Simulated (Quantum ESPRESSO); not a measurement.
# S (R-3) in Quantum ESPRESSO: reference runs

How does S come out in PBE? The cell is run as given and disturbed.

All numbers are computed with Quantum ESPRESSO 7.5; they aren't measurements. Logs are shortened: lines on timing, memory, paths and dates and some standing lists are left out, and cuts for length are marked.

### 1 The structure

It takes space group R-3 (No. 148, trigonal). Conventional cell: a = 10.818 Å, b = 10.818 Å, c = 4.280 Å, α = 90.00°, β = 90.00°, γ = 120.00°. S (site symmetry 1) is surrounded by 2 S at 2.06 Å.

This isn't the form of S at room conditions, which is orthorhombic, of S8 rings.

### 2 Single point, PBE

Input file pw.in:

```
&CONTROL
  calculation = 'scf'
  prefix = 'pwscf'
  outdir = './tmp'
  pseudo_dir = './pseudo'
  tprnfor = .true.
  tstress = .true.
  disk_io = 'nowf'
/
&SYSTEM
  ibrav = 0
  nat = 6
  ntyp = 1
  ecutwfc = 55
  ecutrho = 440
  nbnd = 26
  occupations = 'smearing'
  smearing = 'fd'
  degauss = 0.00367493
/
&ELECTRONS
  conv_thr = 1.2d-09
  electron_maxstep = 120
  mixing_beta = 0.5
/
ATOMIC_SPECIES
S     32.0600 s_pbe_v1.4.uspp.F.UPF
CELL_PARAMETERS angstrom
   5.4090000000    3.1228876060    1.4266666667
  -5.4090000000    3.1228876060    1.4266666667
   0.0000000000   -6.2457752121    1.4266666667
ATOMIC_POSITIONS crystal
S      0.8517000000    0.0827000000    0.7491000000
S      0.0827000000    0.7491000000    0.8517000000
S      0.7491000000    0.8517000000    0.0827000000
S      0.1483000000    0.9173000000    0.2509000000
S      0.9173000000    0.2509000000    0.1483000000
S      0.2509000000    0.1483000000    0.9173000000
K_POINTS automatic
7 7 7 0 0 0
```

Potentials or basis: SSSP 1.3 efficiency PBE.

On the command line:

```console
$ OMP_NUM_THREADS=1 pw.x -in pw.in > pw.out
```

pw.out:

```text
This program is part of the open-source Quantum ESPRESSO suite
     for quantum simulation of materials; please cite
[... 9 lines left out ...]
     --------------------
     sticks:   dense  smooth     PW     G-vecs:    dense   smooth      PW
     Sum        4655    2319    755               152119    53743    9853

     Using Slab Decomposition

     bravais-lattice index     =            0
     lattice parameter (alat)  =      12.1068  a.u.
     unit-cell volume          =     975.7616 (a.u.)^3
     number of atoms/cell      =            6
     number of atomic types    =            1
     number of electrons       =        36.00
     number of Kohn-Sham states=           26
     kinetic-energy cutoff     =      55.0000  Ry
     charge density cutoff     =     440.0000  Ry
     scf convergence threshold =      1.2E-09
     mixing beta               =       0.5000
     number of iterations used =            8  plain     mixing
     Exchange-correlation=  SLA  PW   PBX  PBC
                           (   1   4   3   4   0   0   0)

     celldm(1)=  12.106802  celldm(2)=   0.000000  celldm(3)=   0.000000
     celldm(4)=   0.000000  celldm(5)=   0.000000  celldm(6)=   0.000000

     crystal axes: (cart. coord. in units of alat)
               a(1) = (   0.844280   0.487445   0.222685 )
               a(2) = (  -0.844280   0.487445   0.222685 )
               a(3) = (   0.000000  -0.974890   0.222685 )

     reciprocal axes: (cart. coord. in units 2 pi/alat)
               b(1) = (  0.592221  0.341919  1.496879 )
               b(2) = ( -0.592221  0.341919  1.496879 )
               b(3) = (  0.000000 -0.683838  1.496879 )

     PseudoPot. # 1 for S  read from file:
     s_pbe_v1.4.uspp.F.UPF
     Pseudo is Ultrasoft + core correction, Zval =  6.0
     Generated by new atomic code, or converted to UPF format
     Using radial grid of  907 points,  6 beta functions with:
                l(1) =   0
                l(2) =   0
                l(3) =   1
                l(4) =   1
                l(5) =   2
                l(6) =   2
     Q(r) pseudized with  8 coefficients,  rinner =    1.300   1.300   1.300
                                                       1.300   1.300

     atomic species   valence    mass     pseudopotential
     S                 6.00    32.06000     S ( 1.00)

      6 Sym. Ops., with inversion, found

   Cartesian axes

     site n.     atom                  positions (alat units)
         1        S      tau(   1) = (   0.6492512  -0.2748216   0.3748910  )
         2        S      tau(   2) = (  -0.5626281  -0.4248572   0.3748910  )
         3        S      tau(   3) = (  -0.0866231   0.6996788   0.3748910  )
         4        S      tau(   4) = (  -0.6492512   0.2748216   0.2931655  )
         5        S      tau(   5) = (   0.5626281   0.4248572   0.2931655  )
         6        S      tau(   6) = (   0.0866231  -0.6996788   0.2931655  )

     number of k points=    60  Fermi-Dirac smearing, width (Ry)=  0.0037
                       cart. coord. in units 2pi/alat
        k(    1) = (   0.0000000   0.0000000   0.0000000), wk =   0.0058309
        k(    2) = (   0.0000000  -0.0976911   0.2138399), wk =   0.0349854
        k(    3) = (   0.0000000  -0.1953822   0.4276798), wk =   0.0349854
        k(    4) = (   0.0000000  -0.2930733   0.6415197), wk =   0.0349854
        k(    5) = (  -0.0846030  -0.0488455   0.4276798), wk =   0.0349854
        k(    6) = (  -0.0846030  -0.1465366   0.6415197), wk =   0.0349854
[... 52 lines left out ...]
        k(   59) = (  -0.0846030  -0.5373010  -0.4276798), wk =   0.0349854
        k(   60) = (  -0.0846030  -0.4396099  -0.6415197), wk =   0.0349854

     Dense  grid:   152119 G-vectors     FFT dimensions: (  81,  81,  81)

     Smooth grid:    53743 G-vectors     FFT dimensions: (  60,  60,  60)

     Initial potential from superposition of free atoms

     starting charge      35.9998, renormalised to      36.0000
     Starting wfcs are   24 randomized atomic wfcs +    2 random wfcs

     Self-consistent Calculation

     iteration #  1     ecut=    55.00 Ry     beta= 0.50
     Davidson diagonalization with overlap
     ethr =  1.00E-02,  avg # of iterations =  5.7

     Threshold (ethr) on eigenvalues was too large:
     Diagonalizing with lowered threshold

     Davidson diagonalization with overlap
     ethr =  2.48E-04,  avg # of iterations =  4.9

     total energy              =    -144.54349961 Ry
     estimated scf accuracy    <       0.08698437 Ry

     iteration #  2     ecut=    55.00 Ry     beta= 0.50
     Davidson diagonalization with overlap
     ethr =  2.42E-04,  avg # of iterations =  1.3

     total energy              =    -144.54410152 Ry
     estimated scf accuracy    <       0.01593593 Ry

     iteration #  3     ecut=    55.00 Ry     beta= 0.50
     Davidson diagonalization with overlap
     c_bands:  1 eigenvalues not converged
     ethr =  4.43E-05,  avg # of iterations =  6.0
[... 39 lines left out ...]
     total energy              =    -144.54638982 Ry
     estimated scf accuracy    <       0.00000005 Ry

     iteration #  9     ecut=    55.00 Ry     beta= 0.50
     Davidson diagonalization with overlap
     ethr =  1.46E-10,  avg # of iterations =  2.7

     total energy              =    -144.54638984 Ry
     estimated scf accuracy    <          9.2E-09 Ry

     iteration # 10     ecut=    55.00 Ry     beta= 0.50
     Davidson diagonalization with overlap
     ethr =  2.55E-11,  avg # of iterations =  2.1

     End of self-consistent calculation

          k = 0.0000 0.0000 0.0000 (  6703 PWs)   bands (ev):

   -13.1836 -11.2142 -11.2142  -7.9329  -7.9329  -5.0153  -2.4774  -2.4414
    -1.0561  -1.0561   0.5883   0.6753   0.6753   2.4620   2.7945   2.7945
     2.8407   2.8407   6.0740   6.0740   7.0674   7.0674   7.4780   7.4901
    10.3784  10.8223

          k = 0.0000-0.0977 0.2138 (  6715 PWs)   bands (ev):

   -13.1501 -11.2318 -11.2118  -7.9236  -7.8862  -5.0793  -2.5137  -2.3090
    -1.2232  -1.1284   0.3625   0.5132   0.6262   2.5168   2.6801   2.7760
     2.9657   3.0360   6.0684   6.0833   7.0606   7.2602   7.2876   7.7122
    10.3654  10.4748

          k = 0.0000-0.1954 0.4277 (  6731 PWs)   bands (ev):

   -13.0715 -11.2730 -11.2064  -7.9026  -7.7788  -5.2359  -2.5336  -2.1035
    -1.4335  -1.2544  -0.1222   0.2662   0.4840   2.2694   2.6617   2.8930
     2.9936   3.2793   6.1481   6.2625   6.7561   7.5158   7.5556   7.7456
    10.2750  10.5476
[... 388 lines left out ...]
   -12.9635 -11.3992 -11.3104  -7.8959  -7.7758  -4.8652  -2.6582  -1.5703
    -1.4691  -1.2221  -0.2176   0.0130   0.3560   2.0479   2.1785   2.6011
     2.8464   3.3398   5.8778   6.2390   6.8929   7.5798   7.9861   8.1619
    10.6772  11.2416

          k =-0.0846-0.4396-0.6415 (  6690 PWs)   bands (ev):

   -12.9544 -11.3279 -11.2781  -7.8437  -7.8204  -5.0556  -2.6048  -1.8418
    -1.5913  -1.2966  -0.3216   0.0651   0.3674   1.9436   2.2291   2.5929
     2.7706   3.6454   5.9643   6.0449   6.8610   7.5360   8.1259   8.3191
    10.7747  11.4247

     the Fermi energy is     4.7224 ev

!    total energy              =    -144.54638984 Ry
     estimated scf accuracy    <          7.5E-10 Ry
     smearing contrib. (-TS)   =      -0.00000000 Ry
     internal energy E=F+TS    =    -144.54638984 Ry

     The total energy is F=E-TS. E is the sum of the following terms:
     one-electron contribution =     -18.69308681 Ry
     hartree contribution      =      24.08446229 Ry
     xc contribution           =     -50.51617192 Ry
     ewald contribution        =     -99.42159341 Ry

     convergence has been achieved in  10 iterations

     Forces acting on atoms (cartesian axes, Ry/au):

     atom    1 type  1   force =    -0.01014141    0.01175445   -0.00631405
     atom    2 type  1   force =     0.01525036    0.00290550   -0.00631405
     atom    3 type  1   force =    -0.00510894   -0.01465995   -0.00631405
     atom    4 type  1   force =     0.01014141   -0.01175445    0.00631405
     atom    5 type  1   force =    -0.01525036   -0.00290550    0.00631405
     atom    6 type  1   force =     0.00510894    0.01465995    0.00631405

     Total force =     0.041052     Total SCF correction =     0.000046

     Computing stress (Cartesian axis) and pressure

          total   stress  (Ry/bohr**3)                   (kbar)     P=       29.27
   0.00023089   0.00000000  -0.00000000           33.96        0.00       -0.00
  -0.00000000   0.00023089   0.00000000           -0.00       33.96        0.00
  -0.00000000   0.00000000   0.00013506           -0.00        0.00       19.87

=------------------------------------------------------------------------------=
   JOB DONE.
=------------------------------------------------------------------------------=
```

Wall time 4.7 min (1 thread of Arm Neoverse V2, shared host); peak memory 0.75 GiB.

Results:

```yaml
Free_energy: -1966.6538 eV
Pressure: 2.9 GPa
Largest_force: 0.431 eV/Å
Band_gap_on_the_k_mesh: 2.14 eV, indirect (least direct gap 2.22 eV)
```

Forces in eV/Å, atoms in the order of the input:
```
S   -0.261  0.302 -0.162
S    0.392  0.075 -0.162
S   -0.131 -0.377 -0.162
S    0.261 -0.302  0.162
S   -0.392 -0.075  0.162
S    0.131  0.377  0.162
```

Stress tensor (GPa, compression positive):
```
3.40 0.00 0.00
0.00 3.40 0.00
0.00 0.00 1.99
```

Caveat: an odd mesh through Γ misses points on the zone boundary, where band edges often lie.

### 3 Single point, PBE (atoms moved at random, drawn with an rms of 0.05 Å)

Changes to pw.in since step 2:

```diff
@@ -32,8 +32,8 @@
 ATOMIC_POSITIONS crystal
-S      0.8517000000    0.0827000000    0.7491000000
-S      0.0827000000    0.7491000000    0.8517000000
-S      0.7491000000    0.8517000000    0.0827000000
-S      0.1483000000    0.9173000000    0.2509000000
-S      0.9173000000    0.2509000000    0.1483000000
-S      0.2509000000    0.1483000000    0.9173000000
+S      0.8499030000    0.0798610000    0.7385190000
+S      0.0734610000    0.7423870000    0.8431720000
+S      0.7521740000    0.8558790000    0.0841490000
+S      0.1380250000    0.9066520000    0.2376390000
+S      0.9225940000    0.2508710000    0.1478810000
+S      0.2533390000    0.1540900000    0.9204590000
 K_POINTS automatic
```

Potentials or basis: SSSP 1.3 efficiency PBE.

On the command line:

```console
$ OMP_NUM_THREADS=1 pw.x -in pw.in > pw.out
```

Wall time 13 min (1 thread of Arm Neoverse V2, shared host); peak memory 1 GiB.

The run converged. Its results:

```yaml
Free_energy: -1966.6171 eV
Pressure: 3.2 GPa
Largest_force: 0.864 eV/Å
Band_gap_on_the_k_mesh: 2.11 eV, indirect (least direct gap 2.20 eV)
```

Forces on the atoms (eV/Å):
```
S   -0.322 -0.059  0.074
S    0.331  0.430 -0.113
S   -0.350 -0.462 -0.441
S    0.572 -0.456  0.460
S   -0.601  0.209  0.084
S    0.370  0.337 -0.065
```

Stress tensor (GPa, compression positive):
```
4.44 0.36 0.30
0.36 3.17 0.10
0.30 0.10 1.96
```

Levels at points of the mesh, in eV from the valence-band top:
```
           k point  band 14  band 15  band 16  band 17  band 18  band 19  band 20  band 21  band 22  band 23
(0.00, 0.00, 0.00)    -1.24    -0.87    -0.86    -0.80    -0.74     2.34     2.51     3.38     3.39     3.79
```

Caveat: an odd mesh through Γ misses points on the zone boundary, where band edges often lie.
